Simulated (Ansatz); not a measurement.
In2O3: Cd on an In site

Level of theory: PBEsol, collinear spin where a state has unpaired electrons to hold, scalar-relativistic; Ansatz, plane waves to 420 eV (PAW set soft_2), k-mesh 2×2×2 shifted by half a step.

The relaxed host crystal (Kohn–Sham gap 1.11 eV over the whole zone):

```cif
data_structure
_symmetry_space_group_name_H-M 'P 1'
_symmetry_Int_Tables_number 1
_cell_length_a 5.7974
_cell_length_b 5.7974
_cell_length_c 5.7974
_cell_angle_alpha 56.774
_cell_angle_beta 56.774
_cell_angle_gamma 56.774
_cell_volume 127.52
loop_
_atom_site_label
_atom_site_type_symbol
_atom_site_fract_x
_atom_site_fract_y
_atom_site_fract_z
_atom_site_occupancy
In1 In 0.64255 0.64255 0.64255 1
In2 In 0.85745 0.85745 0.85745 1
In3 In 0.35745 0.35745 0.35745 1
In4 In 0.14255 0.14255 0.14255 1
O1 O 0.04586 0.75000 0.45414 1
O2 O 0.75000 0.45414 0.04586 1
O3 O 0.45414 0.04586 0.75000 1
O4 O 0.95414 0.25000 0.54586 1
O5 O 0.54586 0.95414 0.25000 1
O6 O 0.25000 0.54586 0.95414 1
```

Supercell of 40 atoms, rows of the matrix [[-1,1,1],[1,-1,1],[1,1,-1]] times the cell vectors; Cd on an In site at (0.643, 0.643, 0.643) in fractions of the cell above. Atoms are relaxed at the host's cell; charged cells sit in a uniform background.

The defect was relaxed in the charges 0, -1. Distances from the Cd atom (Å), by shell of the perfect crystal:

| shell | perfect crystal | state A | state B |
| --- | --- | --- | --- |
| 3 O | 2.13 | 2.19 | 2.19 |
| 3 O | 2.26 | 2.41 | 2.33 |
| 1 In | 3.12 | 3.16 | 3.13 |
| 3 In | 3.26 | 3.26 | 3.26 |

| state | moment of the cell (μB) | moment on Cd (μB) | gap of the cell on the mesh (eV) | carriers |
| --- | --- | --- | --- | --- |
| A | 0.00 | 0.00 | 2.32 | none in the bands |
| B | 1.00 | 0.09 | 0.00 | in a band of the host or near its edge |

On this mesh the host's own supercell has a gap of 2.53 eV.

**Question.** Which state has which charge?

**Answer.** A has charge -1; B has charge 0.

At charge 0 a carrier lies in a band of the host or at its edge (levels aligned by the semicore states), so it isn't shown to be bound to the defect (semilocal functionals spread carriers too far and can miss a bound one), and no level is taken from that state.

No formation energy is given for the neutral state, since the neutral cell holds a carrier in a band.

No transition between neighbouring charges can be given. Lowest charge for a Fermi level at mid gap: -1, at the conduction band bottom: -1 (among the charges 0, -1). With the Fermi level at the valence band top the state -1 costs 3.45 eV, and 2.89 eV with the Fermi level at mid gap, which lies 0.56 eV above the valence band top; atoms are taken from and to the elements' standard states.

Relaxed cell at charge -1:

```
In2O3 Cd_In charge -1
1.0
    -5.5124   -3.1826    4.8457
     5.5124   -3.1826    4.8457
     0.0000    6.3652    4.8457
Cd In O
1 15 24
Direct
  0.6349 0.6349 0.6349
  0.1420 0.1412 0.6443
  0.1412 0.6443 0.1420
  0.6443 0.1420 0.1412
  0.8524 0.8524 0.8524
  0.3576 0.3564 0.8585
  0.3564 0.8585 0.3576
  0.8585 0.3576 0.3564
  0.3573 0.3573 0.3573
  0.8554 0.8560 0.3595
  0.8560 0.3595 0.8554
  0.3595 0.8554 0.8560
  0.1417 0.1417 0.1417
  0.6437 0.6427 0.1434
  0.6427 0.1434 0.6437
  0.1434 0.6437 0.6427
  0.6021 0.2512 0.3976
  0.1009 0.7502 0.3964
  0.1021 0.2514 0.8986
  0.6008 0.7536 0.9058
  0.2512 0.3976 0.6021
  0.7536 0.9058 0.6008
  0.7502 0.3964 0.1009
  0.2514 0.8986 0.1021
  0.3976 0.6021 0.2512
  0.8986 0.1021 0.2514
  0.9058 0.6008 0.7536
  0.3964 0.1009 0.7502
  0.3862 0.7567 0.6019
  0.9004 0.2532 0.6010
  0.8996 0.7541 0.1000
  0.3980 0.2479 0.1034
  0.6019 0.3862 0.7567
  0.1000 0.8996 0.7541
  0.1034 0.3980 0.2479
  0.6010 0.9004 0.2532
  0.7567 0.6019 0.3862
  0.2479 0.1034 0.3980
  0.2532 0.6010 0.9004
  0.7541 0.1000 0.8996
```

Caveats: semilocal functionals make gaps too small, which shifts levels too; small supercell, so energies and levels can be off by tenths of an eV; the atoms kept the symmetry of the start, so a distorted state could lie lower; the program doubts the potential alignment, as is usual in cells this small.

Cadmium on an indium site behaves as an acceptor: divalent Cd supplies one electron fewer than the trivalent In it replaces, and charge -1 restores the closed shell. In the neutral cell the missing electron leaves a moment of 1.00 μB, of which only 0.09 μB sits on Cd. This suggests that the hole belongs mainly to the O 2p valence states rather than to a Cd orbital, as expected for a filled, deep 4d shell.

Both oxygen shells move outward because Cd²⁺ is larger than In³⁺ and attracts the anions less strongly. Filling the hole lengthens only the outer shell further, from 2.33 to 2.41 Å, probably because the oxygens then carry more negative charge and are repelled more by one another.

With the Fermi level at mid gap or higher, the negative state supports a role for Cd as a compensator of donors in n-type material, but not p-type conduction. The cost of 2.89 eV at mid gap refers to elemental reservoirs and would change under oxidising growth, where indium is less readily available.
